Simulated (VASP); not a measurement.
# AlN (P6_3mc) in VASP: notebook

The runs below take AlN through relaxation of cell and atoms, relaxation of the atoms, atomic charges, electron localisation function, with SCAN, r2SCAN+rVV10, r2SCAN, LDA.

All numbers are computed with VASP 6.6.1; they aren't measurements. Logs are shortened: lines on timing, memory, paths and dates and some standing lists are left out, and cuts for length are marked.

**Measured values to compare with.**

“Self-assembly of well-separated AlN nanowires directly on sputtered metallic TiN films”, 2019, arxiv:1910.07391 quotes, for a bulk crystal of AlN at 10 K: band gap 6.034 eV (an exciton energy, a little under the gap).

How close the calculation comes is told below.

## (1) The crystal as given

Symmetry: P6_3mc, No. 186, hexagonal system. Conventional cell: a = 3.113 Å, b = 3.113 Å, c = 4.981 Å, α = 90.00°, β = 90.00°, γ = 120.00°. Around Al (site symmetry 3m) lie 4 N at 1.89 Å. Around N (site symmetry 3m) lie 4 Al at 1.89 Å.

## (2) Relaxation of cell and atoms, SCAN

INCAR reads:

```
SYSTEM = AlN
  PREC = Accurate
  ENCUT = 600
  EDIFF = 1E-7
  ISMEAR = 0
  SIGMA = 0.05
  LREAL = .FALSE.
  LASPH = .TRUE.
  NELM = 60
  ALGO = Normal
  ISIF = 3
  LWAVE = .FALSE.
  LCHARG = .FALSE.
  METAGGA = SCAN
  LMIXTAU = .TRUE.
  IBRION = 2
  NSW = 60
  EDIFFG = -0.01
```

KPOINTS reads:

```
Automatic mesh
0
G
  10 10 6
  0 0 0
```

POSCAR reads:

```
AlN
1.0
    3.1130000000      0.0000000000      0.0000000000
   -1.5565000000      2.6959370820      0.0000000000
    0.0000000000      0.0000000000      4.9810000000
Al N
2 2
Direct
    0.6666666667      0.3333333333      0.5000000000
    0.3333333333      0.6666666667      0.0000000000
    0.6666666667      0.3333333333      0.8800000000
    0.3333333333      0.6666666667      0.3800000000
```

Potentials or basis: VASP PAW PBE potentials, release 64 (Al, N).

Run with:

```console
$ cat potpaw_PBE.64/Al/POTCAR potpaw_PBE.64/N/POTCAR > POTCAR
$ mpirun -np 1 vasp_std > vasp.out
```

OUTCAR:

```text
SYSTEM = AlN
   PREC = Accurate
   ENCUT = 600
   EDIFF = 1E-7
   ISMEAR = 0
   LREAL = .FALSE.
   LASPH = .TRUE.
   NELM = 60
   ISIF = 3
   METAGGA = SCAN
   IBRION = 2
   NSW = 60
   EDIFFG = -0.01

 ion  position               nearest neighbor table
   1  0.667  0.333  0.500-   3 1.89   4 1.89   4 1.89   4 1.89   2 3.07   2 3.07   2 3.07   2 3.07
                             2 3.07   2 3.07
   2  0.333  0.667  0.000-   4 1.89   3 1.89   3 1.89   3 1.89   1 3.07   1 3.07   1 3.07   1 3.07
                             1 3.07   1 3.07
   3  0.667  0.333  0.880-   1 1.89   2 1.89   2 1.89   2 1.89
   4  0.333  0.667  0.380-   2 1.89   1 1.89   1 1.89   1 1.89

  LATTYP: Found a hexagonal cell.
 ALAT       =     3.1130000000
 C/A-ratio  =     1.6000642467

  Lattice vectors:

 A1 = (   3.1130000000,   0.0000000000,   0.0000000000)
 A2 = (  -1.5565000000,   2.6959370820,   0.0000000000)
 A3 = (   0.0000000000,   0.0000000000,   4.9810000000)

Analysis of symmetry for initial positions (statically):
=====================================================================
 Subroutine PRICEL returns:
 Original cell was already a primitive cell.

 Routine SETGRP: Setting up the symmetry group for a
 hexagonal supercell.

 Subroutine GETGRP returns: Found 12 space group operations
 (whereof  6 operations were pure point group operations)
 out of a pool of 24 trial point group operations.

The static configuration has the point symmetry C_3v.
 The point group associated with its full space group is C_6v.

Analysis of symmetry for dynamics (positions and initial velocities):
=====================================================================
 Subroutine PRICEL returns:
 Original cell was already a primitive cell.

 Routine SETGRP: Setting up the symmetry group for a
 hexagonal supercell.

 Subroutine GETGRP returns: Found 12 space group operations
 (whereof  6 operations were pure point group operations)
 out of a pool of 24 trial point group operations.

The dynamic configuration has the point symmetry C_3v.
 The point group associated with its full space group is C_6v.

 Subroutine INISYM returns: Found 12 space group operations
 (whereof  6 operations are pure point group operations),
 and found     1 'primitive' translations

----------------------------------------------------------------------------------------

                                     Primitive cell

  volume of cell :      41.8028

  direct lattice vectors                    reciprocal lattice vectors
     3.113000000  0.000000000  0.000000000     0.321233537  0.185464269  0.000000000
    -1.556500000  2.695937082  0.000000000     0.000000000  0.370928538  0.000000000
     0.000000000  0.000000000  4.981000000     0.000000000  0.000000000  0.200762899

  length of vectors
     3.113000000  3.113000000  4.981000000     0.370928538  0.370928538  0.200762899

  position of ions in fractional coordinates (direct lattice)
     0.666666667  0.333333333  0.500000000
     0.333333333  0.666666667  0.000000000
     0.666666667  0.333333333  0.880000000
     0.333333333  0.666666667  0.380000000

  ion indices of the primitive-cell ions
   primitive index   ion index
                 1           1
                 2           2
                 3           3
                 4           4

----------------------------------------------------------------------------------------

 KPOINTS: Automatic mesh

Automatic generation of k-mesh.
 Grid dimensions read from file:
 generate k-points for:   10   10    6

 Generating k-lattice:

  Cartesian coordinates                     Fractional coordinates (reciprocal lattice)
     0.032123354  0.018546427  0.000000000     0.100000000  0.000000000  0.000000000
     0.000000000  0.037092854  0.000000000     0.000000000  0.100000000  0.000000000
     0.000000000  0.000000000  0.033460483     0.000000000  0.000000000  0.166666667

  Length of vectors
     0.037092854  0.037092854  0.033460483

  Shift w.r.t. Gamma in fractional coordinates (k-lattice)
     0.000000000  0.000000000  0.000000000

 Subroutine IBZKPT returns following result:
 ===========================================

 Found     56 irreducible k-points:

 Following reciprocal coordinates:
            Coordinates               Weight
  0.000000  0.000000  0.000000      1.000000
  0.100000 -0.000000  0.000000      6.000000
  0.200000 -0.000000  0.000000      6.000000
  0.300000 -0.000000  0.000000      6.000000
  0.400000  0.000000  0.000000      6.000000
  0.500000 -0.000000  0.000000      3.000000
[... 16 lines left out ...]
  0.300000  0.100000  0.166667     24.000000
  0.400000  0.100000  0.166667     24.000000
 [... further k-points ...]
   k-points           NKPTS =     56   k-points in BZ     NKDIM =     56   number of bands    NBANDS=     12
   number of dos      NEDOS =    301   number of ions     NIONS =      4
   total plane-waves  NPLWV =  31360
   dimension x,y,z NGX =    28 NGY =   28 NGZ =   40
   dimension x,y,z NGXF=    56 NGYF=   56 NGZF=   80
   ions per type =               2   2
   NGX,Y,Z   is equivalent  to a cutoff of  14.95, 14.95, 13.35 a.u.
   NGXF,Y,Z  is equivalent  to a cutoff of  29.91, 29.91, 26.70 a.u.
 SYSTEM =  AlN
   PREC   = accura    normal or accurate (medium, high low for compatibility)
   ISTART =      0    job   : 0-new  1-cont  2-samecut
   ICHARG =      2    charge: 1-file 2-atom 10-const
   ISPIN  =      1    spin polarized calculation?
   LNONCOLLINEAR =      F non collinear calculations
   LSORBIT =      F    spin-orbit coupling
   LASPH  =      T    aspherical Exc in radial PAW
   ENCUT  =  600.0 eV  44.10 Ry    6.64 a.u.   6.22  6.22  9.95*2*pi/ulx,y,z
   NELM   =     60;   NELMIN=  2; NELMDL= -5     # of ELM steps
   EDIFF  = 0.1E-06   stopping-criterion for ELM
   LREAL  =      F    real-space projection
   EDIFFG = -.1E-01   stopping-criterion for IOM
   NSW    =     60    number of steps for IOM
   IBRION =      2    ionic relax: 0-MD 1-quasi-New 2-CG
   NFREE  =      1    steps in history (QN), initial steepest desc. (CG)
   ISIF   =      3    stress and relaxation
   ISYM   =      2    0-nonsym 1-usesym 2-fastsym
   POTIM  = 0.5000    time-step for ionic-motion
   TEBEG  =    0.0;   TEEND  =   0.0 temperature during run
   PSTRESS=    0.0 pullay stress
   NELECT =      16.0000    total number of electrons
   NUPDOWN=      -1.0000    fix difference up-down
   EMIN   =  10.00;   EMAX   =-10.00  energy-range for DOS
   EFERMI =   0.00;   METHOD = LEGACY
   ISMEAR =     0;   SIGMA  =   0.05  broadening in eV -4-tet -1-fermi 0-gaus
   EFERMI_NEDOS =   21; number of points for ismear=-14 and -15
   IALGO  =     38    algorithm
   IMIX   =      4    mixing-type and parameters
     AMIX     =   0.40;   BMIX     =  1.00
     AMIX_MAG =   1.60;   BMIX_MAG =  1.00
  volume/ion in A,a.u.               =      10.45        70.52
  Fermi-wavevector in a.u.,A,eV,Ry     =   1.188629  2.246183 19.222843  1.412839
  Thomas-Fermi vector in A             =   2.324754
   LORBIT       =      0    0 simple, 1 ext, 2 COOP (PROOUT), +10 PAW based schemes
   METAGGA = SCAN    functional components
   LHFCALC =     F    Hartree Fock is set to
   AEXX    =    0.0000 exact exchange contribution
   IVDW    =     0    specifies the selected vdW correction
   LEPSILON=     F    determine dielectric tensor
   LRPA    =     F    only Hartree local field effects (RPA)
 conjugate gradient relaxation of ions
 non-spin polarized calculation
 Gauss-broadening in eV      SIGMA  =   0.05
  energy-cutoff  :      600.00
  volume of cell :       41.80
 maximum number of plane-waves:      1412
 NGX is ok and might be reduce to    28
   NGX = 13   NGY = 13   NGZ = 19

--------------------------------------- Ionic step        1  -------------------------------------------

 number of electron      16.0000000 magnetization

 Free energy of the ion-electron system (eV)
  ---------------------------------------------------
  ext. energy  EPLUGINS =         0.00000000
  ---------------------------------------------------
  free energy    TOTEN  =       -40.89415173 eV

  energy without entropy =      -40.89415173  energy(sigma->0) =      -40.89415173

------------------------ aborting loop because EDIFF is reached ----------------------------------------

  FORCE on cell =-STRESS in cart. coord.  units (eV):
  Direction    XX          YY          ZZ          XY          YZ          ZX
  --------------------------------------------------------------------------------------
  -------------------------------------------------------------------------------------
  Total       -0.6941917     -0.6941917     -0.2301566      0.0000000      0.0000000     -0.0000000
  in kB      -26.6063054    -26.6063054     -8.8212185      0.0000000      0.0000000     -0.0000000
  external PRESSURE =     -20.6779431 kB  Pullay stress =       0.0000000 kB
[... 137 lines left out ...]
  energy  without entropy=      -40.8980680572  energy(sigma->0) =      -40.89806806

--------------------------------------- Ionic step        5  -------------------------------------------

 number of electron      15.9999999 magnetization

 Free energy of the ion-electron system (eV)
  ---------------------------------------------------
  ext. energy  EPLUGINS =         0.00000000
  ---------------------------------------------------
  free energy    TOTEN  =       -40.89813005 eV

  energy without entropy =      -40.89813005  energy(sigma->0) =      -40.89813005

 E-fermi :   6.2348     XC(G=0): -11.4510

 val. band max:        5.9501568951   @ k =   0.0000   0.0000   0.0000
 cond. band min:      10.9009508330   @ k =   0.0000   0.0000   0.0000
 fundamental gap:      4.9507939379
 Fermi energy:         6.2348447827

 k-point     1 :       0.0000    0.0000    0.0000
  band No.  band energies     occupation
      1     -10.1108      2.00000
      2      -7.9878      2.00000
      3      -0.1408      2.00000
      4       5.0667      2.00000
      5       5.0667      2.00000
      6       5.7298      2.00000
      7       5.7298      2.00000
      8       5.9502      2.00000
      9      10.9010      0.00000
     10      13.5258      0.00000
     11      17.5846      0.00000
     12      18.0305      0.00000
[... 331 lines left out ...]
 k-point    24 :       0.4000    0.1000    0.1667
  band No.  band energies     occupation
      1      -8.1393      2.00000
      2      -7.4878      2.00000
      3       0.4604      2.00000
      4       1.4852      2.00000
      5       2.8330      2.00000
      6       3.6216      2.00000
      7       4.5120      2.00000
      8       4.8554      2.00000
      9      12.1625      0.00000
     10      13.1631      0.00000
     11      15.7052      0.00000
     12      16.6775      0.00000

 [... further k-points ...]
[... 5 lines left out ...]
  --------------------------------------------------------------------------------------
  -------------------------------------------------------------------------------------
  Total        0.0130214      0.0130214     -0.0191475      0.0000000      0.0000000     -0.0000000
  in kB        0.5040720      0.5040720     -0.7412199      0.0000000      0.0000000     -0.0000000
  external PRESSURE =       0.0889747 kB  Pullay stress =       0.0000000 kB
[... 19 lines left out ...]
  FREE ENERGIE OF THE ION-ELECTRON SYSTEM (eV)
  ---------------------------------------------------
  free  energy   TOTEN  =       -40.8981300501 eV

  energy  without entropy=      -40.8981300501  energy(sigma->0) =      -40.89813005

 reached required accuracy - stopping structural energy minimisation
```

It took 9.7 min on 1 thread of AMD EPYC 7R13 (Zen 3), shared host; peak memory 0.17 GiB.

Results:

| Item | Value |
| --- | --- |
| Free energy | -40.8981 eV |
| Relaxed volume | 10.35 Å³/atom |
| Relaxed cell | a = 3.101 Å, b = 3.101 Å, c = 4.971 Å, α = 90.00°, β = 90.00°, γ = 120.00° |
| Space group after relaxing (to 0.05 Å) | P6_3mc (No. 186) |
| Energy gained by relaxing | 1.0 meV/atom |
| Ionic steps | 5 |
| Pressure after relaxing | 0.0 GPa |
| Largest force after relaxing | 0.008 eV/Å |
| Band gap on the k mesh | 4.95 eV, direct |

Forces on the atoms (eV/Å):
```
Al   0.000  0.000 -0.008
Al   0.000  0.000 -0.008
N    0.000  0.000  0.008
N    0.000  0.000  0.008
```

The path:
| step | energy change (eV) | largest force (eV/Å) | pressure (GPa) | volume (Å³) |
| --- | --- | --- | --- | --- |
| 1 | 0.0000 | 0.1178 | -2.07 | 41.80 |
| 2 | -0.0003 | 0.0909 | 2.14 | 40.99 |
| 3 | -0.0039 | 0.0116 | 0.05 | 41.38 |
| 4 | -0.0039 | 0.0140 | 0.00 | 41.39 |
| 5 | -0.0040 | 0.0078 | 0.01 | 41.39 |

Final structure:
```
CELL_PARAMETERS angstrom
3.10065 0.00000 0.00000
-1.55033 2.68524 0.00000
0.00000 0.00000 4.97094
ATOMIC_POSITIONS crystal
Al 0.66667 0.33333 0.49930
Al 0.33333 0.66667 0.99930
N 0.66667 0.33333 0.88070
N 0.33333 0.66667 0.38070
```

Levels at points of the mesh, in eV from the valence-band top:
```tsv
k point	band 5	band 6	band 7	band 8	band 9	band 10	band 11	band 12
(0.00, 0.00, 0.00)	-0.88	-0.22	-0.22	0.00	4.95	7.58	11.63	12.08
(0.50, 0.00, 0.00)	-3.40	-2.14	-1.78	-0.71	6.46	6.58	9.09	11.28
(0.00, 0.00, 0.50)	-0.56	-0.56	-0.56	-0.56	7.30	7.30	11.34	11.34
(0.50, 0.00, 0.50)	-1.50	-1.50	-1.40	-1.40	6.01	6.01	10.17	10.17
```

Caveat: the PAW data sets were made with another functional, which shifts forces and pressure a little.

## (3) Relaxation of cell and atoms, r2SCAN+rVV10

INCAR reads:

```
PREC     = Accurate       # precision mode
ENCUT    = 600            # plane-wave cutoff, eV
EDIFF    = 1E-6           # SCF threshold, eV
ISMEAR   = 0              # smearing method
SIGMA    = 0.05           # smearing width, eV
LREAL    = False          # projectors in reciprocal space
LASPH    = True           # aspherical terms in the spheres
NELM     = 80             # most SCF steps
ALGO     = Normal         # electronic algorithm
ISIF     = 3              # what is computed and relaxed
LWAVE    = False          # write WAVECAR
LCHARG   = False          # write CHGCAR
METAGGA  = R2SCAN         # meta-GGA
LMIXTAU  = True         
LUSE_VDW = True         
IVDW_NL  = 2            
BPARAM   = 11.95        
CPARAM   = 0.0093       
IBRION   = 2              # ionic algorithm
NSW      = 40             # ionic steps
EDIFFG   = -0.005         # ionic threshold
```

KPOINTS reads:

```
Automatic mesh
0
Gamma
  10 10 6
```

POSCAR is that of step 2.

Potentials or basis: VASP PAW PBE potentials, release 64 (Al, N).

Run with:

```console
$ cat potpaw_PBE.64/Al/POTCAR potpaw_PBE.64/N/POTCAR > POTCAR
$ mpirun -np 1 vasp_std > vasp.out
```

Wall time 16 min (1 thread of AMD EPYC 7R13 (Zen 3), shared host); peak memory 0.3 GiB.

The run converged. Its results:

```yaml
Free_energy: -38.0829 eV
Relaxed_volume: 10.36 Å³/atom
Relaxed_cell: a = 3.102 Å, b = 3.102 Å, c = 4.970 Å, α = 90.00°, β = 90.00°, γ = 120.00°
Space_group_after_relaxing_to_0.05_Å: P6_3mc (No. 186)
Energy_gained_by_relaxing: 0.9 meV/atom
Ionic_steps: 9
Pressure_after_relaxing: 0.0 GPa
Band_gap_on_the_k_mesh: 4.92 eV, direct
```

The path:
| step | energy change (eV) | largest force (eV/Å) | pressure (GPa) | volume (Å³) |
| --- | --- | --- | --- | --- |
| 1 | 0.0000 | 0.1256 | -1.89 | 41.80 |
| 2 | 0.0001 | 0.1006 | 1.94 | 41.06 |
| 3 | -0.0035 | 0.0146 | -0.06 | 41.43 |
| 4 | -0.0035 | 0.0119 | -0.03 | 41.43 |
| 5 | -0.0034 | 0.0099 | 0.02 | 41.42 |
| 6 | -0.0035 | 0.0069 | 0.07 | 41.41 |
| 7 | -0.0035 | 0.0050 | 0.10 | 41.40 |
| 8 | -0.0035 | 0.0035 | -0.10 | 41.43 |
| 9 | -0.0035 | 0.0010 | -0.04 | 41.42 |

Final structure:
```
Al N
1.0
     3.10229    0.00000    0.00000
    -1.55115    2.68666    0.00000
     0.00000    0.00000    4.97001
Al N
2 2
Direct
  0.66667 0.33333 0.49913
  0.33333 0.66667 0.99913
  0.66667 0.33333 0.88087
  0.33333 0.66667 0.38087
```

Levels at points of the mesh, in eV from the valence-band top:
```csv
k point,band 5,band 6,band 7,band 8,band 9,band 10,band 11,band 12
"(0.00, 0.00, 0.00)",-0.89,-0.23,-0.23,0.00,4.92,7.54,11.61,12.04
"(0.50, 0.00, 0.00)",-3.41,-2.15,-1.79,-0.71,6.42,6.53,9.06,11.26
"(0.00, 0.00, 0.50)",-0.57,-0.57,-0.57,-0.57,7.26,7.26,11.32,11.32
"(0.50, 0.00, 0.50)",-1.51,-1.51,-1.40,-1.40,5.97,5.97,10.14,10.14
```

Caveat: the PAW data sets were made with another functional, which shifts forces and pressure a little.

## (4) Relaxation of the atoms, r2SCAN (atoms moved at random, drawn with an rms of 0.02 Å)

INCAR reads:

```
PREC = Accurate
ENCUT = 520
EDIFF = 1E-6
ISMEAR = 0
SIGMA = 0.05
LREAL = False
LASPH = True
NELM = 100
ALGO = Normal
ISIF = 2
LWAVE = False
LCHARG = False
METAGGA = R2SCAN
LMIXTAU = True
IBRION = 2
NSW = 60
EDIFFG = -0.01
```

KPOINTS reads:

```
regular mesh
0
Gamma
  7 7 5
```

POSCAR reads:

```
AlN
1.0
    3.1130000000      0.0000000000      0.0000000000
   -1.5565000000      2.6959370820      0.0000000000
    0.0000000000      0.0000000000      4.9810000000
Al N
2 2
Direct
    0.6669120000      0.3362360000      0.4998430000
    0.3268940000      0.6678470000     -0.0018600000
    0.6696610000      0.3331100000      0.8779580000
    0.3369420000      0.6692960000      0.3828520000
```

Run with:

```console
$ cat potpaw_PBE.64/Al/POTCAR potpaw_PBE.64/N/POTCAR > POTCAR
$ mpirun -np 1 vasp_std > vasp.out
```

Wall time 17 min (1 thread of AMD EPYC 7R13 (Zen 3), shared host); peak memory 0.17 GiB.

The run converged. Its results:

| Quantity | Value |
| --- | --- |
| Free energy | -38.4554 eV |
| Energy gained by relaxing | 3.4 meV/atom |
| Ionic steps | 9 |
| Pressure after relaxing | -1.4 GPa |
| Largest force after relaxing | 0.009 eV/Å |
| Band gap on the k mesh | 4.87 eV, direct |

Forces on the atoms (eV/Å):
```
Al   0.002 -0.005  0.001
Al   0.008  0.002  0.002
N   -0.006  0.000  0.000
N   -0.004  0.003 -0.002
```

Stress tensor (GPa, compression positive):
```
-1.53  0.00  0.01
 0.00 -1.54  0.00
 0.01  0.00 -1.01
```

The path:
```tsv
step	energy change (eV)	largest force (eV/Å)	pressure (GPa)
1	0.0000	0.5782	-1.23
2	-0.0110	0.2502	-1.34
3	-0.0133	0.0477	-1.35
4	-0.0134	0.0223	-1.36
5	-0.0134	0.0231	-1.36
6	-0.0134	0.0190	-1.35
7	-0.0135	0.0130	-1.36
8	-0.0135	0.0101	-1.36
9	-0.0135	0.0086	-1.36
```

Final structure:
```yaml
crystal:
  lattice:
    - [3.11300, 0.00000, 0.00000]
    - [-1.55650, 2.69594, 0.00000]
    - [0.00000, 0.00000, 4.98100]
  atoms:
    - { symbol: Al, position: [0.66694, 0.33512, 0.49875] }
    - { symbol: Al, position: [0.33318, 0.66816, 0.99874] }
    - { symbol: N, position: [0.66665, 0.33484, 0.88065] }
    - { symbol: N, position: [0.33364, 0.66837, 0.38066] }
```

Levels at points of the mesh, in eV from the valence-band top:
```
           k point  band 5  band 6  band 7  band 8  band 9  band 10  band 11  band 12
(0.00, 0.00, 0.00)   -0.90   -0.24   -0.24    0.00    4.87     7.47    11.58    11.98
```

Caveat: the PAW data sets were made with another functional, which shifts forces and pressure a little.

(Part 1 of 2 ends here.)
